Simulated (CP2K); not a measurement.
# ZrN under changes of volume

One of the cells (12.167 Å³/atom); the others are scaled copies at fixed shape and fractional positions:

```
CELL_PARAMETERS angstrom
3.25269 0.00000 0.00000
1.62635 2.81691 0.00000
1.62635 0.93897 2.65581
ATOMIC_POSITIONS crystal
Zr 0.50000 0.50000 0.50000
N 0.00000 0.00000 0.00000
```

| Property | Result |
| --- | --- |
| Program | CP2K 2026.2 |
| Functional | PBE |
| Potentials or basis | POTENTIAL_UZH Zr GTH-PBE-q12, N GTH-PBE-q5; TZVP-MOLOPT-PBE-GTH basis |
| Density cutoff | 6123 eV |
| k mesh | 10 × 10 × 10 |
| Occupations | fermi-dirac, width 0.05 eV |
| Spin | no spin polarisation |

```tsv
volume (Å³/atom)	energy over the lowest point (meV/atom)	pressure (GPa)
11.437	45.55	19.5
11.680	?	?
11.924	6.26	6.9
12.167	0.00	1.5
12.410	1.48	-3.3
12.654	9.92	-7.7
12.897	24.61	-11.6
```

Question: What does the run at 11.680 Å³/atom give?

Answer: Energy over the lowest point 21.12 meV/atom; pressure 12.8 GPa.

Worked out: A Birch-Murnaghan fit of order 3 (a polynomial in V^(-2/3)) to the other rows has its minimum at 12.24 Å³/atom with B0 = V·E''(V) = 248 GPa and B' = 4.3. It gives 21.16 meV/atom at 11.680 Å³/atom, against the run's 21.12, and -dE/dV = 12.8 GPa, against 12.8.

Energies are extrapolated to zero smearing.

Caveats: the basis of atomic orbitals isn't converged, which shifts pressures, moduli and gaps.
